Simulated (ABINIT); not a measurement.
# Zr (P6_3/mmc) in ABINIT: further runs

Runs on Zr. Level: PBE. Tasks: band structure.

Program: ABINIT 10.8.3 (patched build). These are calculated values, not measurements. Logs are shortened: lines on timing, memory, paths and dates and some standing lists are left out, and cuts for length are marked. The log counts tension as positive stress, the text compression.

## 1. The crystal as given

Symmetry: P6_3/mmc, No. 194, hexagonal system. Conventional cell: a = 3.232 Å, b = 3.232 Å, c = 5.147 Å, α = 90.00°, β = 90.00°, γ = 120.00°. Zr (site symmetry -6m2) has 12 Zr at 3.18 to 3.23 Å as nearest neighbours.

## 2. Band structure, PBE

File run.abi:

```
# Datasets: ground state, then fixed potential
ndtset 2

# Pseudopotentials
pp_dirpath "./"
pseudos "Zr.upf"

# Structure
acell 3.232 3.232 5.147 Angstrom
rprim
     1.0000000000     0.0000000000     0.0000000000
    -0.5000000000     0.8660254038     0.0000000000
     0.0000000000     0.0000000000     1.0000000000
ntypat 1
znucl 40
natom 2
typat 1 1
xred
     0.6666666667     0.3333333333     0.7500000000
     0.3333333333     0.6666666667     0.2500000000

# Plane-wave basis
ecut 33.0

# Exchange and correlation
ixc 11

# Bands and occupations
occopt 3
tsmear 0.00183747

# SCF cycle
nstep 100

# Output
iomode 3
prtwf 0
prteig 0
prtebands 0
prtden1 1

# Dataset 1
kptopt1 1
ngkpt1 9 9 5
nshiftk1 1
shiftk1 0.0 0.0 0.0
nband1 16
tolvrs1 1.0e-10

# Dataset 2: bands along G-M-K-G-A-L-H-A
iscf2 -2
getden2 1
nband2 22
nbdbuf2 4
tolwfr2 1.0e-11
kptopt2 -7
ndivsm2 5
prteig2 1
prtvol2 -3
kptbounds2
     0.0000000000     0.0000000000     0.0000000000
     0.5000000000     0.0000000000     0.0000000000
     0.3333333333     0.3333333333     0.0000000000
     0.0000000000     0.0000000000     0.0000000000
     0.0000000000     0.0000000000     0.5000000000
     0.5000000000     0.0000000000     0.5000000000
     0.3333333333     0.3333333333     0.5000000000
     0.0000000000     0.0000000000     0.5000000000
```

Potentials or basis: Ansatz NC PBE.

Run with:

```console
$ abinit run.abi > log 2>&1
```

run.abo:

```text
[... set-up lines left out ...]
 ETOT  1  -101.15795999503    -1.012E+02 9.095E-02 1.808E+01
 ETOT  2  -101.21863340333    -6.067E-02 2.206E-02 2.393E-01
 ETOT  3  -101.21877706762    -1.437E-04 9.369E-03 4.176E-03
 ETOT  4  -101.21878611299    -9.045E-06 1.493E-02 9.525E-05
 ETOT  5  -101.21878707637    -9.634E-07 2.702E-03 9.034E-06
 ETOT  6  -101.21878720186    -1.255E-07 2.174E-03 9.056E-07
 ETOT  7  -101.21878721990    -1.804E-08 2.008E-03 2.390E-09
 ETOT  8  -101.21878722269    -2.791E-09 1.132E-03 2.015E-09
 ETOT  9  -101.21878722316    -4.670E-10 1.138E-03 2.079E-11

 At SCF step    9       vres2   =  2.08E-11 < tolvrs=  1.00E-10 =>converged.

 Cartesian components of stress tensor (hartree/bohr^3)
  sigma(1 1)= -6.75548060E-06  sigma(3 2)=  0.00000000E+00
  sigma(2 2)= -6.75548080E-06  sigma(3 1)=  0.00000000E+00
  sigma(3 3)= -3.68359935E-05  sigma(2 1)=  0.00000000E+00

--- !ResultsGS
iteration_state: {dtset: 1, }
comment   : Summary of ground state results
lattice_vectors:
- [  6.1075948,   0.0000000,   0.0000000, ]
- [ -3.0537974,   5.2893323,   0.0000000, ]
- [  0.0000000,   0.0000000,   9.7264204, ]
lattice_lengths: [   6.10759,    6.10759,    9.72642, ]
lattice_angles: [ 90.000,  90.000, 120.000, ] # degrees, (23, 13, 12)
lattice_volume:   3.1421297E+02
convergence: {deltae: -4.670E-10, res2:  2.079E-11, residm:  1.138E-03, diffor: null, }
etotal    :  -1.01218787E+02
entropy   :   0.00000000E+00
fermie    :   4.43912086E-01
cartesian_stress_tensor: # hartree/bohr^3
- [ -6.75548060E-06,   0.00000000E+00,   0.00000000E+00, ]
- [  0.00000000E+00,  -6.75548080E-06,   0.00000000E+00, ]
- [  0.00000000E+00,   0.00000000E+00,  -3.68359935E-05, ]
pressure_GPa:   4.9375E-01
xred      :
- [  6.6667E-01,   3.3333E-01,   7.5000E-01, Zr]
- [  3.3333E-01,   6.6667E-01,   2.5000E-01, Zr]
cartesian_forces: # hartree/bohr
- [ -6.61302516E-29,   1.27267729E-29,  -0.00000000E+00, ]
- [  6.61302516E-29,  -1.27267729E-29,  -0.00000000E+00, ]
force_length_stats: {min:   6.73437519E-29, max:   6.73437519E-29, mean:   6.73437519E-29, }
...

 Integrated electronic density in atomic spheres:
 ------------------------------------------------
 Atom  Sphere_radius  Integrated_density
    1        2.00000          8.38920110
    2        2.00000          8.38920110
================================================================================

 ----iterations are completed or convergence reached----

 Mean square residual over all n,k,spin=   93.657E-07; max=  11.384E-04
 reduced coordinates (array xred) for    2 atoms
       0.666666666667      0.333333333333      0.750000000000
       0.333333333333      0.666666666667      0.250000000000
 rms dE/dt=  2.9084E-28; max dE/dt=  5.3853E-28; dE/dt below (all hartree)
    1       0.000000000000     -0.000000000000      0.000000000000
    2      -0.000000000000      0.000000000000      0.000000000000

 cartesian coordinates (angstrom) at end:
    1      1.61600000000000     0.93299803502720     3.86025000000000
    2      0.00000000000000     1.86599607005440     1.28675000000000

 cartesian forces (hartree/bohr) at end:
    1     -0.00000000000000     0.00000000000000    -0.00000000000000
    2      0.00000000000000    -0.00000000000000    -0.00000000000000
 frms,max,avg= 3.8880933E-29 6.6130252E-29   0.000E+00  0.000E+00  0.000E+00 h/b

 cartesian forces (eV/Angstrom) at end:
    1     -0.00000000000000     0.00000000000000    -0.00000000000000
    2      0.00000000000000    -0.00000000000000    -0.00000000000000
 frms,max,avg= 1.9993380E-27 3.4005543E-27   0.000E+00  0.000E+00  0.000E+00 e/A
 length scales=  6.107594838934  6.107594838934  9.726420370047 bohr
              =  3.232000000000  3.232000000000  5.147000000000 angstroms
[... 60 lines left out ...]

 getcut: wavevector=  0.0000  0.0000  0.0000  ngfft=  32  32  54
         ecut(hartree)=     33.000   => boxcut(ratio)=   2.02609
--------------------------------------------------------------------------------

================================================================================
 Non-SCF case, kpt    1 (  0.00000  0.00000  0.00000), residuals and eigenvalues=
  5.42E-12  4.63E-12  3.05E-12  6.98E-12  9.63E-12  2.97E-12  5.79E-12  8.62E-12
  4.27E-12  6.42E-12  2.00E-12  3.27E-12  8.14E-12  1.23E-12  3.28E-12  1.79E-12
  3.14E-12  3.27E-12  6.88E-12  1.36E-11  9.68E-08  9.26E-08
 -1.3508E+00 -1.3451E+00 -5.6188E-01 -5.2982E-01 -5.2982E-01 -5.2484E-01
 -5.2461E-01 -5.2461E-01  2.3586E-01  3.3210E-01  4.7508E-01  4.7508E-01
  4.8062E-01  4.8653E-01  5.0057E-01  5.0057E-01  5.2181E-01  5.2181E-01
  6.0621E-01  6.0621E-01  7.7944E-01  8.2873E-01
 Non-SCF case, kpt    2 (  0.05556  0.00000  0.00000), residuals and eigenvalues=
  4.61E-12  8.21E-12  3.96E-12  3.36E-12  5.49E-12  2.61E-12  3.12E-12  6.49E-12
  6.35E-12  7.09E-12  4.15E-12  7.70E-12  9.64E-12  5.40E-12  8.68E-12  2.00E-12
  2.07E-12  6.77E-12  9.43E-12  6.79E-12  5.11E-07  4.32E-06
 -1.3506E+00 -1.3450E+00 -5.6153E-01 -5.3059E-01 -5.3008E-01 -5.2542E-01
 -5.2499E-01 -5.2471E-01  2.3906E-01  3.3505E-01  4.6547E-01  4.7803E-01
  4.7983E-01  4.8842E-01  4.9774E-01  5.0333E-01  5.1795E-01  5.1894E-01
[... 419 lines left out ...]
  2.09E-12  3.22E-12  6.02E-12  3.99E-12  5.30E-12  6.96E-12  4.51E-12  8.06E-12
  7.03E-12  5.66E-12  7.66E-12  3.55E-12  1.68E-08  1.80E-08
 -1.3479E+00 -1.3479E+00 -5.4411E-01 -5.4411E-01 -5.2772E-01 -5.2772E-01
 -5.2739E-01 -5.2739E-01  3.0111E-01  3.0111E-01  4.4203E-01  4.4203E-01
  4.7115E-01  4.7115E-01  4.7364E-01  4.7364E-01  5.8774E-01  5.8774E-01
  5.8887E-01  5.8887E-01  8.2870E-01  8.2870E-01
 Non-SCF case, kpt   56 (  0.00000  0.00000  0.50000), residuals and eigenvalues=
  2.11E-12  3.53E-12  2.75E-12  9.84E-12  3.28E-12  3.04E-12  3.57E-12  9.45E-12
  1.51E-12  4.24E-12  2.55E-12  3.61E-12  2.77E-12  8.05E-12  6.02E-12  4.18E-12
  6.94E-12  6.97E-12  1.69E-11  4.02E-10  7.62E-10  1.07E-05
 -1.3480E+00 -1.3480E+00 -5.4401E-01 -5.4401E-01 -5.2723E-01 -5.2723E-01
 -5.2723E-01 -5.2723E-01  2.9860E-01  2.9860E-01  4.4502E-01  4.4502E-01
  4.7157E-01  4.7157E-01  4.7157E-01  4.7157E-01  5.8839E-01  5.8839E-01
  5.8839E-01  5.8839E-01  8.2289E-01  8.2290E-01

--- !ResultsGS
iteration_state: {dtset: 2, }
comment   : Summary of ground state results
lattice_vectors:
- [  6.1075948,   0.0000000,   0.0000000, ]
- [ -3.0537974,   5.2893323,   0.0000000, ]
- [  0.0000000,   0.0000000,   9.7264204, ]
lattice_lengths: [   6.10759,    6.10759,    9.72642, ]
lattice_angles: [ 90.000,  90.000, 120.000, ] # degrees, (23, 13, 12)
lattice_volume:   3.1421297E+02
convergence: {deltae:  0.000E+00, res2:  0.000E+00, residm:  9.966E-12, diffor:  0.000E+00, }
etotal    :  -1.01218787E+02
entropy   :   0.00000000E+00
fermie    :   4.43912086E-01
cartesian_stress_tensor: null
pressure_GPa: null
xred      :
- [  6.6667E-01,   3.3333E-01,   7.5000E-01, Zr]
- [  3.3333E-01,   6.6667E-01,   2.5000E-01, Zr]
cartesian_forces: null
force_length_stats: {min: null, max: null, mean: null, }
...

 Integrated electronic density in atomic spheres:
 ------------------------------------------------
 Atom  Sphere_radius  Integrated_density
    1        2.00000          8.38920110
    2        2.00000          8.38920110
================================================================================

 ----iterations are completed or convergence reached----

 Mean square residual over all n,k,spin=   51.970E-13; max=  99.656E-13
 reduced coordinates (array xred) for    2 atoms
       0.666666666667      0.333333333333      0.750000000000
       0.333333333333      0.666666666667      0.250000000000

 cartesian coordinates (angstrom) at end:
    1      1.61600000000000     0.93299803502720     3.86025000000000
    2      0.00000000000000     1.86599607005440     1.28675000000000
 length scales=  6.107594838934  6.107594838934  9.726420370047 bohr
              =  3.232000000000  3.232000000000  5.147000000000 angstroms
 Eigenvalues (hartree) for nkpt=  56  k points:
 kpt#   1, nband= 22, wtk=  1.00000, kpt=  0.0000  0.0000  0.0000 (reduced coord)
  -1.35078   -1.34508   -0.56188   -0.52982   -0.52982   -0.52484   -0.52461   -0.52461
   0.23586    0.33210    0.47508    0.47508    0.48062    0.48653    0.50057    0.50057
   0.52181    0.52181    0.60621    0.60621    0.77944    0.82873
 kpt#   2, nband= 22, wtk=  1.00000, kpt=  0.0556  0.0000  0.0000 (reduced coord)
  -1.35065   -1.34503   -0.56153   -0.53059   -0.53008   -0.52542   -0.52499   -0.52471
   0.23906    0.33505    0.46547    0.47803    0.47983    0.48842    0.49774    0.50333
   0.51795    0.51894    0.60837    0.61674    0.78021    0.83666
 kpt#   3, nband= 22, wtk=  1.00000, kpt=  0.1111  0.0000  0.0000 (reduced coord)
  -1.35027   -1.34487   -0.56051   -0.53282   -0.53080   -0.52771   -0.52545   -0.52501
   0.24840    0.34334    0.45161    0.46274    0.48679    0.48925    0.49941    0.51055
   0.51149    0.51153    0.61371    0.64148    0.78088    0.85865
 kpt#   4, nband= 22, wtk=  1.00000, kpt=  0.1667  0.0000  0.0000 (reduced coord)
  -1.34968   -1.34465   -0.55887   -0.53624   -0.53188   -0.53115   -0.52620   -0.52550
   0.26307    0.35510    0.43743    0.44150    0.47951    0.50110    0.50170    0.50253
   0.51158    0.52480    0.62014    0.67218    0.77859    0.88781
 kpt#   5, nband= 22, wtk=  1.00000, kpt=  0.2222  0.0000  0.0000 (reduced coord)
[... 193 lines left out ...]
   0.31890    0.31890    0.42657    0.42657    0.46400    0.46400    0.48929    0.48929
   0.58328    0.58328    0.59513    0.59513    0.86216    0.86216
 kpt#  54, nband= 22, wtk=  1.00000, kpt=  0.0606  0.0606  0.5000 (reduced coord)
  -1.34763   -1.34763   -0.54447   -0.54447   -0.52903   -0.52903   -0.52787   -0.52787
   0.30826    0.30826    0.43484    0.43484    0.46889    0.46889    0.47975    0.47975
   0.58584    0.58584    0.59085    0.59085    0.84401    0.84401
 kpt#  55, nband= 22, wtk=  1.00000, kpt=  0.0303  0.0303  0.5000 (reduced coord)
  -1.34787   -1.34787   -0.54411   -0.54411   -0.52772   -0.52772   -0.52739   -0.52739
   0.30111    0.30111    0.44203    0.44203    0.47115    0.47115    0.47364    0.47364
   0.58774    0.58774    0.58887    0.58887    0.82870    0.82870
 kpt#  56, nband= 22, wtk=  1.00000, kpt=  0.0000  0.0000  0.5000 (reduced coord)
  -1.34795   -1.34795   -0.54401   -0.54401   -0.52723   -0.52723   -0.52723   -0.52723
   0.29860    0.29860    0.44502    0.44502    0.47157    0.47157    0.47157    0.47157
   0.58839    0.58839    0.58839    0.58839    0.82289    0.82290

== END DATASET(S) ==============================================================
================================================================================

 -outvars: echo values of variables after computation  --------
            acell      6.1075948389E+00  6.1075948389E+00  9.7264203700E+00 Bohr
           etotal1    -1.0121878722E+02
            fcart1    -6.6130251617E-29  1.2726772857E-29 -0.0000000000E+00
                       6.6130251617E-29 -1.2726772857E-29 -0.0000000000E+00
            rprim      1.0000000000E+00  0.0000000000E+00  0.0000000000E+00
                      -5.0000000000E-01  8.6602540380E-01  0.0000000000E+00
                       0.0000000000E+00  0.0000000000E+00  1.0000000000E+00
           strten1    -6.7554805975E-06 -6.7554808048E-06 -3.6835993542E-05
                       0.0000000000E+00  0.0000000000E+00  0.0000000000E+00
           xangst      1.6160000000E+00  9.3299803503E-01  3.8602500000E+00
                       2.3078772423E-16  1.8659960701E+00  1.2867500000E+00
             xred      6.6666666667E-01  3.3333333333E-01  7.5000000000E-01
                       3.3333333333E-01  6.6666666667E-01  2.5000000000E-01
 Calculation completed.
```

Wall time 87 s (1 thread of Arm Neoverse V1, shared host); peak memory 0.12 GiB.

What came out:

```
Free energy                                           : -2754.3035 eV
Pressure                                              : 0.5 GPa
Band gap on the k mesh                                : none (metal or under the smearing width)
Valence electrons inside the program's atomic spheres : Zr 8.39 (radii [1.0584] Å)
```

Levels at the corners of the path, in eV from the Fermi level:
```
point  band 8  band 9  band 10  band 11  band 12  band 13  band 14  band 15  band 16  band 17
    Γ  -26.35   -5.66    -3.04     0.85     0.85     1.00     1.16     1.54     1.54     2.12
    M  -26.46   -2.58    -2.52    -2.15    -0.23     0.52     0.77     1.45     4.88     5.28
    K  -26.74   -2.11    -1.37    -1.37    -1.15     0.25     0.25     1.79     4.30     4.30
    Γ  -26.35   -5.66    -3.04     0.85     0.85     1.00     1.16     1.54     1.54     2.12
    A  -26.43   -3.95    -3.95     0.03     0.03     0.75     0.75     0.75     0.75     3.93
    L  -26.59   -2.88    -2.88    -1.07    -1.07     1.62     1.62     2.19     2.19     5.11
    H  -26.52   -1.45    -1.45    -1.29    -1.29    -0.04    -0.04     2.02     2.02     4.37
    A  -26.43   -3.95    -3.95     0.03     0.03     0.75     0.75     0.75     0.75     3.93
```

## 3. Band structure, PBE

run.abi: that of step 2 with these lines changed.

```diff
@@ -5,3 +5,3 @@
 pp_dirpath "./"
-pseudos "Zr.upf"
+pseudos "40_Zr_12_2.0_2.5_pbe_n_v1.0.psp8"
 
@@ -22,3 +22,3 @@
 # Plane-wave basis
-ecut 33.0
+ecut 18.0
```

Potentials or basis: SPMS NC PBE v1.0.

Run with:

```console
$ abinit run.abi > log 2>&1
```

Wall time 29 s (1 thread of Arm Neoverse V1, shared host); peak memory 0.11 GiB.

The run converged. Its results:

| Quantity | Value |
| --- | --- |
| Free energy | -2774.5274 eV |
| Pressure | 0.6 GPa |
| Band gap on the k mesh | none (metal or under the smearing width) |
| Valence electrons inside the program's atomic spheres | Zr 8.37 (radii [1.0584] Å) |

Stress tensor (GPa, compression positive):
```
0.30 0.00 0.00
0.00 0.30 0.00
0.00 0.00 1.21
```

Levels at the corners of the path, in eV from the Fermi level:
```
point  band 9  band 10  band 11  band 12  band 13  band 14  band 15  band 16
    Γ   -5.67    -3.05     0.85     0.85     1.00     1.16     1.54     1.54
    M   -2.58    -2.52    -2.16    -0.23     0.52     0.77     1.44     4.87
    K   -2.11    -1.38    -1.38    -1.15     0.25     0.25     1.79     4.30
    Γ   -5.67    -3.05     0.85     0.85     1.00     1.16     1.54     1.54
    A   -3.96    -3.96     0.03     0.03     0.75     0.75     0.75     0.75
    L   -2.88    -2.88    -1.07    -1.07     1.62     1.62     2.20     2.20
    H   -1.45    -1.45    -1.29    -1.29    -0.05    -0.05     2.03     2.03
    A   -3.96    -3.96     0.03     0.03     0.75     0.75     0.75     0.75
```

## 4. Band structure, PBE

run.abi: that of step 3 with these lines changed.

```diff
@@ -5,3 +5,3 @@
 pp_dirpath "./"
-pseudos "40_Zr_12_2.0_2.5_pbe_n_v1.0.psp8"
+pseudos "Zr.GGA_PBE-JTH.xml"
 
@@ -22,3 +22,5 @@
 # Plane-wave basis
-ecut 18.0
+ecut 17.0
+pawecutdg 34.0
+pawxcdev 0
 
@@ -47,3 +49,3 @@
 nband1 16
-tolvrs1 1.0e-10
+tolvrs1 1.0e-9
```

Potentials or basis: JTH PAW PBE v2.0.

Run with:

```console
$ abinit run.abi > log 2>&1
```

It took 36 s on 1 thread of Arm Neoverse V1, shared host; peak memory 0.13 GiB.

It converged, with:

| Property | Result |
| --- | --- |
| Free energy | -2585.6510 eV |
| Pressure | 0.4 GPa |
| Band gap on the k mesh | none (metal or under the smearing width) |
| Valence electrons inside the program's atomic spheres | Zr 9.01 (radii [1.1749] Å) |

Stress tensor (GPa, compression positive):
```
0.12 0.00 0.00
0.00 0.12 0.00
0.00 0.00 0.99
```

Levels at the corners of the path, in eV from the Fermi level:
| point | band 10 | band 11 | band 12 | band 13 | band 14 | band 15 |
| --- | --- | --- | --- | --- | --- | --- |
| Γ | -3.04 | 0.85 | 0.85 | 1.00 | 1.15 | 1.54 |
| M | -2.52 | -2.15 | -0.23 | 0.52 | 0.77 | 1.45 |
| K | -1.37 | -1.37 | -1.15 | 0.25 | 0.25 | 1.79 |
| Γ | -3.04 | 0.85 | 0.85 | 1.00 | 1.15 | 1.54 |
| A | -3.96 | 0.03 | 0.03 | 0.75 | 0.75 | 0.75 |
| L | -2.88 | -1.07 | -1.07 | 1.61 | 1.61 | 2.19 |
| H | -1.45 | -1.29 | -1.29 | -0.05 | -0.05 | 2.03 |
| A | -3.96 | 0.03 | 0.03 | 0.75 | 0.75 | 0.75 |

## 5. The runs side by side

```tsv
potentials or basis	cutoff (eV)	fine-grid cutoff	gap on the mesh (eV)	pressure (GPa)
Ansatz NC PBE	898	-	none	0.5
SPMS NC PBE v1.0	490	-	none	0.6
JTH PAW PBE v2.0	463	925.187 eV	none	0.4
```

Alike in all rows: task band structure; level PBE; no spin polarisation; cell as given; k mesh 9 × 9 × 5; smearing fermi-dirac 0.05 eV.

Absolute energies hang on the potentials; compare differences alone.
